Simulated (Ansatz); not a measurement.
**TiC: equal strain of all cell vectors**

One table from this session's results is given with a row withheld; the runs are named, their logs left out.

Program: Ansatz 0.2.0. Level of theory: DFT r2SCAN, scalar-relativistic, plane waves, PAW. These are calculated values, not measurements.

2 further runs of the same task are left out: 2 set aside as unsound or not needed.

### The system as given

The structure is cubic, space group Fm-3m (No. 225). The conventional cell has a = 4.328 Å, b = 4.328 Å, c = 4.328 Å, α = 90.00°, β = 90.00°, γ = 90.00°. Around Ti (site symmetry m-3m) lie 6 C at 2.16 Å. C (site symmetry m-3m) has 6 Ti at 2.16 Å as nearest neighbours.

Coordinates:

```
CELL_PARAMETERS angstrom
2.16391 2.16391 0.00000
-2.16391 2.16391 0.00000
0.00000 0.00000 4.32783
ATOMIC_POSITIONS crystal
Ti 0.00000 0.00000 0.00000
Ti 0.50000 0.50000 0.50000
C 0.50000 0.50000 0.00000
C 0.00000 0.00000 0.50000
```

It goes back to an entry of the Materials Project.

The unstrained cell comes from an earlier run at this level (4 atoms, E(σ→0) -5516.0303 eV, gap none (metal)).

Set-up of the first run:

Contents of input.yaml:

```yaml
crystal:
  lattice:
    - [2.1206360397, 2.1206360397, 0.0]
    - [-2.1206360397, 2.1206360397, 0.0]
    - [0.0, 0.0, 4.2412720793]
  atoms:
    - { symbol: Ti, position: [0.0, 0.0, 0.0] }
    - { symbol: Ti, position: [0.5, 0.5, 0.5] }
    - { symbol: C, position: [0.5, 0.5, 0.0] }
    - { symbol: C, position: [0.0, 0.0, 0.5] }
basis:
  ecutwfc: 500
kpoints:
  mp_grid: { grid: [18, 18, 12] }
hamiltonian:
  xc: r2scan
scf:
  occupations: { method: gaussian, width: 0.1 }
output:
  forces: true
  stress: true
  eigenvalues: true
```

The run is started by

```
$ ansatz run input.yaml --threads 1 --pin off --max-ram 2560MiB --backend cpu --events-out ev --progress --plain --runs-dir out
```

Among the steps run: Strain -2.0 %; The cell strained by +2.0 %; At -4.0 %; At +4.0 %; At -6.0 %; The cell strained by +6.0 %.

One of the session's tables, all rows but one given; the rest of the session is left out.

Lengths are those of the vectors of the cell that was run; stresses in GPa:

```
strain (%)  ΔE (meV/atom)  a (Å)  b (Å)  c (Å)
      -6.0          322.4  2.877  2.877  4.068
      -4.0              ?      ?      ?      ?
      -2.0           31.7  2.999  2.999  4.241
      +0.0            0.0  3.060  3.060  4.328
      +2.0           28.2  3.121  3.121  4.414
      +4.0          106.4  3.183  3.183  4.501
      +6.0          225.9  3.244  3.244  4.587
```

**Question.** Estimate the row for strain (%) = -4.0.

Worked estimate for «ΔE (meV/atom)». A straight line through the neighbours (-6.0, 322.4) and (-2.0, 31.7) gives 322.4 + (31.7 − 322.4) × (-4.0 + 6.0) / (-2.0 + 6.0) = 177.0; a parabola fitted to 3 rows on both sides gives 139.2.

**Answer.** ΔE (meV/atom): 134.7; a (Å): 2.938; b (Å): 2.938; c (Å): 4.155. In «ΔE (meV/atom)» the line misses by +42.3 and the parabola by +4.5.

ΔE is over the unstrained cell. Stress in GPa, positive in compression, on the Cartesian axes of the input. 
